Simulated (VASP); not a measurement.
A run of VASP 6.6.1:

The input run.py:

```python
from ase import Atoms
from ase.calculators.vasp import Vasp
from ase.dft.bandgap import bandgap

atoms = Atoms(
    ['Ti', 'Ti', 'H', 'H'],
    cell=[[2.8775815179, 0.0, 0.0], [-1.4387907589, 2.4920586959, 0.0], [0.0, 0.0, 5.263294]],
    scaled_positions=[[0.0, 0.0, 0.5], [0.0, 0.0, 0.0], [0.3333333333, 0.6666666667, 0.25], [0.6666666667, 0.3333333333, 0.75]],
    pbc=True,
)
calc = Vasp(
    directory='calc',
    xc='pbesol',
    pp='PBE',
    setups='recommended',
    pp_version='54',
    prec='Accurate',
    encut=520,
    ediff=1e-07,
    ismear=0,
    sigma=0.02,
    lreal=False,
    lasph=True,
    nelm=80,
    algo='Fast',
    isif=2,
    lwave=False,
    lcharg=False,
    kpts=[11, 11, 5],
    gamma=True,
    nbands=21,
)
atoms.calc = calc

print('energy (eV):', atoms.get_potential_energy())
print('free energy (eV):', atoms.get_potential_energy(force_consistent=True))
print('forces (eV/A):')
print(atoms.get_forces())
print('stress (eV/A^3, Voigt):', atoms.get_stress())
print('Fermi level (eV):', calc.get_fermi_level())
gap, top, bottom = bandgap(calc)
print('band gap (eV):', gap, 'from (spin, k, band)', top, 'to', bottom)
```

Potentials or basis: VASP PAW PBE potentials, release 54 (Ti_sv, H).

The run is started by

```console
$ python run.py
```

Hardware: 1 thread of AMD EPYC 7R43 64-Core Processor (Zen 3), on a shared host.

Q: Estimate the wall time of this run.

A: Wall time 120 s on 1 thread of AMD EPYC 7R43 64-Core Processor (Zen 3) (shared host), peak memory 0.13 GiB. Counts: scf iterations 36, k points 48.
